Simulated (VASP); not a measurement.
# BN in VASP: further runs, part 2 of 2

VASP 6.6.1. Earlier steps stand in the parts before.

**4. Single point, LDA**

INCAR

```
PREC = Accurate
ENCUT = 520
EDIFF = 1E-7
ISMEAR = 0
SIGMA = 0.05
LREAL = Auto
LASPH = T
NELM = 100
ALGO = Normal
ISIF = 2
LWAVE = F
LCHARG = F
GGA = CA
NBANDS = 26
ADDGRID = F
```

KPOINTS

```
Automatic mesh
0
Gamma
  5 9 6
```

POSCAR

```
BN
1.0
    4.8800890000      0.0000000000      0.0000000000
    0.0000000000      2.5914640000      0.0000000000
    0.0000000000      0.0000000000      4.2920490000
N B
4 4
Direct
    0.3126810000      0.7789050000      0.1007580000
    0.6862050000      0.2199960000      0.9104900000
    0.1885540000      0.2516410000      0.5901280000
    0.8143530000      0.7609560000      0.4059790000
    0.3484130000      0.2497860000      0.9057480000
    0.1724810000      0.7260260000      0.4021060000
    0.8489350000      0.2255820000      0.5905950000
    0.6397780000      0.7695720000      0.0911510000
```

Potentials or basis: VASP PAW LDA potentials, release 64 (N, B).

On the command line:

```sh
$ cat potpaw_LDA.64/N/POTCAR potpaw_LDA.64/B/POTCAR > POTCAR
$ mpirun -np 1 vasp_std > vasp.out
```

OUTCAR:

```text
PREC = Accurate
   ENCUT = 520
   EDIFF = 1E-7
   ISMEAR = 0
   LREAL = Auto
   LASPH = T
   NELM = 100
   ISIF = 2
   GGA = CA

 Found    136 irreducible k-points:

 Following reciprocal coordinates:
            Coordinates               Weight
  0.000000  0.000000  0.000000      1.000000
  0.200000  0.000000  0.000000      2.000000
  0.400000  0.000000  0.000000      2.000000
  0.000000  0.111111  0.000000      2.000000
  0.200000  0.111111  0.000000      2.000000
 -0.200000  0.111111  0.000000      2.000000
   k-points           NKPTS =    136   k-points in BZ     NKDIM =    136   number of bands    NBANDS=     26
   number of dos      NEDOS =    301   number of ions     NIONS =      8
   total plane-waves  NPLWV =  23040
   dimension x,y,z NGX =    36 NGY =   20 NGZ =   32
   dimension x,y,z NGXF=    72 NGYF=   40 NGZF=   64
   ions per type =               4   4
   NGX,Y,Z   is equivalent  to a cutoff of  12.26, 12.83, 12.39 a.u.
   NGXF,Y,Z  is equivalent  to a cutoff of  24.53, 25.66, 24.79 a.u.
 SYSTEM =  unknown system
   PREC   = accura    normal or accurate (medium, high low for compatibility)
   ISTART =      0    job   : 0-new  1-cont  2-samecut
   ICHARG =      2    charge: 1-file 2-atom 10-const
   ISPIN  =      1    spin polarized calculation?
   LNONCOLLINEAR =      F non collinear calculations
   LSORBIT =      F    spin-orbit coupling
   LASPH  =      T    aspherical Exc in radial PAW
   ENCUT  =  520.0 eV  38.22 Ry    6.18 a.u.   9.07  4.82  7.98*2*pi/ulx,y,z
   NELM   =    100;   NELMIN=  2; NELMDL= -5     # of ELM steps
   EDIFF  = 0.1E-06   stopping-criterion for ELM
   LREAL  =      T    real-space projection
   EDIFFG = 0.1E-05   stopping-criterion for IOM
   NSW    =      0    number of steps for IOM
   IBRION =     -1    ionic relax: 0-MD 1-quasi-New 2-CG
   NFREE  =      0    steps in history (QN), initial steepest desc. (CG)
   ISIF   =      2    stress and relaxation
   ISYM   =      2    0-nonsym 1-usesym 2-fastsym
   POTIM  = 0.5000    time-step for ionic-motion
   TEBEG  =    0.0;   TEEND  =   0.0 temperature during run
   PSTRESS=    0.0 pullay stress
   NELECT =      32.0000    total number of electrons
   NUPDOWN=      -1.0000    fix difference up-down
   EMIN   =  10.00;   EMAX   =-10.00  energy-range for DOS
   EFERMI =   0.00;   METHOD = LEGACY
   ISMEAR =     0;   SIGMA  =   0.05  broadening in eV -4-tet -1-fermi 0-gaus
   EFERMI_NEDOS =   21; number of points for ismear=-14 and -15
   IALGO  =     38    algorithm
   IMIX   =      4    mixing-type and parameters
     AMIX     =   0.40;   BMIX     =  1.00
     AMIX_MAG =   1.60;   BMIX_MAG =  1.00
  volume/ion in A,a.u.               =       6.78        45.79
  Fermi-wavevector in a.u.,A,eV,Ry     =   1.372711  2.594047 25.637923  1.884334
  Thomas-Fermi vector in A             =   2.498293
   LORBIT       =      0    0 simple, 1 ext, 2 COOP (PROOUT), +10 PAW based schemes
   GGA     = CA    functional components
   LHFCALC =     F    Hartree Fock is set to
   AEXX    =    0.0000 exact exchange contribution
   IVDW    =     0    specifies the selected vdW correction
   LEPSILON=     F    determine dielectric tensor
   LRPA    =     F    only Hartree local field effects (RPA)
 non-spin polarized calculation
 Gauss-broadening in eV      SIGMA  =   0.05
  energy-cutoff  :      520.00
  volume of cell :       54.28
 maximum number of plane-waves:      1480
   NGX = 19   NGY =  9   NGZ = 15

 number of electron      31.9999995 magnetization

 Free energy of the ion-electron system (eV)
  ---------------------------------------------------
  ext. energy  EPLUGINS =         0.00000000
  ---------------------------------------------------
  free energy    TOTEN  =       -74.83758723 eV

  energy without entropy =      -74.83758723  energy(sigma->0) =      -74.83758723

 E-fermi :   6.0674     XC(G=0): -12.1738

 val. band max:        5.7932309431   @ k =   0.2000   0.0000   0.0000
 cond. band min:      10.9038332317   @ k =  -0.4000   0.0000   0.3333
 fundamental gap:      5.1106022887
 Fermi energy:         6.0674407681

 k-point     1 :       0.0000    0.0000    0.0000
  band No.  band energies     occupation
      1     -14.0530      2.00000
      2     -11.4319      2.00000
      3     -10.4052      2.00000
      4      -8.3416      2.00000
      5      -3.2199      2.00000
      6      -2.8643      2.00000
[... 163 lines left out ...]
     25      16.6073      0.00000
     26      17.6696      0.00000

 [... further k-points ...]

------------------------ aborting loop because EDIFF is reached ----------------------------------------

  FORCE on cell =-STRESS in cart. coord.  units (eV):
  Direction    XX          YY          ZZ          XY          YZ          ZX
  --------------------------------------------------------------------------------------
  -------------------------------------------------------------------------------------
  Total       -4.6370884     -0.8701989     -1.8651764      1.2972935     -2.0060830     -0.7175331
  in kB     -136.8731825    -25.6857063    -55.0545093     38.2922792    -59.2136581    -21.1794626
  external PRESSURE =     -72.5377994 kB  Pullay stress =       0.0000000 kB

 VOLUME and BASIS-vectors are now :
 -----------------------------------------------------------------------------
  energy-cutoff  :      520.00
  volume of cell :       54.28
      direct lattice vectors                 reciprocal lattice vectors
     4.880089000  0.000000000  0.000000000     0.204914296  0.000000000  0.000000000
     0.000000000  2.591464000  0.000000000     0.000000000  0.385882266  0.000000000
     0.000000000  0.000000000  4.292049000     0.000000000  0.000000000  0.232988952

 POSITION                                       TOTAL-FORCE (eV/Angst)
 -----------------------------------------------------------------------------------
      1.52591      2.01850      0.43246         0.669156     -2.353434     -0.610839
      3.34874      0.57011      3.90787        -0.401407      3.487178     -2.450421
      0.92016      0.65212      2.53286         0.519562     -1.317765      1.829509
      3.97412      1.97199      1.74248        -0.194133     -2.427905     -1.447186
      1.70029      0.64731      3.88751        -0.850993      1.282095     -1.246862
      0.84172      1.88147      1.72586        -1.385984      2.155192      0.014253
      4.14288      0.58459      2.53486        -0.671428      2.092161      1.301259
      3.12217      1.99432      0.39122         2.315228     -2.917522      2.610287
 -----------------------------------------------------------------------------------
    total drift:                               -0.000035     -0.000348     -0.001214

  FREE ENERGIE OF THE ION-ELECTRON SYSTEM (eV)
  ---------------------------------------------------
  free  energy   TOTEN  =       -74.8375872316 eV

  energy  without entropy=      -74.8375872316  energy(sigma->0) =      -74.83758723
```

OSZICAR:

```text
N       E                     dE             d eps       ncg     rms          rms(c)
DAV:   1     0.108330708939E+03    0.10833E+03   -0.16767E+04  7080   0.119E+03
DAV:   2    -0.733340053127E+02   -0.18166E+03   -0.17062E+03  9408   0.264E+02
DAV:   3    -0.803043573596E+02   -0.69704E+01   -0.69226E+01  9682   0.491E+01
DAV:   4    -0.803590179778E+02   -0.54661E-01   -0.54598E-01  8880   0.472E+00
DAV:   5    -0.803597229539E+02   -0.70498E-03   -0.70454E-03  9548   0.512E-01    0.137E+01
DAV:   6    -0.754413607965E+02    0.49184E+01   -0.11189E+01  8500   0.192E+01    0.598E+00
DAV:   7    -0.749818896796E+02    0.45947E+00   -0.70875E-01  8938   0.494E+00    0.368E+00
DAV:   8    -0.748408695567E+02    0.14102E+00   -0.25236E-01  8412   0.292E+00    0.392E-01
DAV:   9    -0.748376367487E+02    0.32328E-02   -0.17282E-02  8806   0.856E-01    0.221E-01
DAV:  10    -0.748375751942E+02    0.61555E-04   -0.84921E-04  9276   0.197E-01    0.569E-02
DAV:  11    -0.748375869825E+02   -0.11788E-04   -0.15132E-04  8640   0.779E-02    0.255E-02
DAV:  12    -0.748375868645E+02    0.11793E-06   -0.14050E-05  9266   0.266E-02    0.820E-03
DAV:  13    -0.748375871747E+02   -0.31014E-06   -0.13882E-06  8832   0.802E-03    0.308E-03
DAV:  14    -0.748375872316E+02   -0.56932E-07   -0.16455E-07  5704   0.317E-03
   1 F= -.74837587E+02 E0= -.74837587E+02  d E =-.181151E-16
```

It took 3.5 min on 1 thread of Intel Xeon Platinum 8259CL at 2.50GHz (Skylake/Cascade Lake), shared host; peak memory 0.22 GiB.

The run converged, but some of its settings lie outside the range that counts as converged, so its numbers aren't taken as properties of the crystal.

What came out:

* Free energy: -74.8376 eV
* Pressure: -7.3 GPa
* Largest force: 4.548 eV/Å
* Band gap on the k mesh: 5.11 eV, indirect (least direct gap 5.53 eV)

Caveat: an odd mesh through Γ misses points on the zone boundary, where band edges often lie.
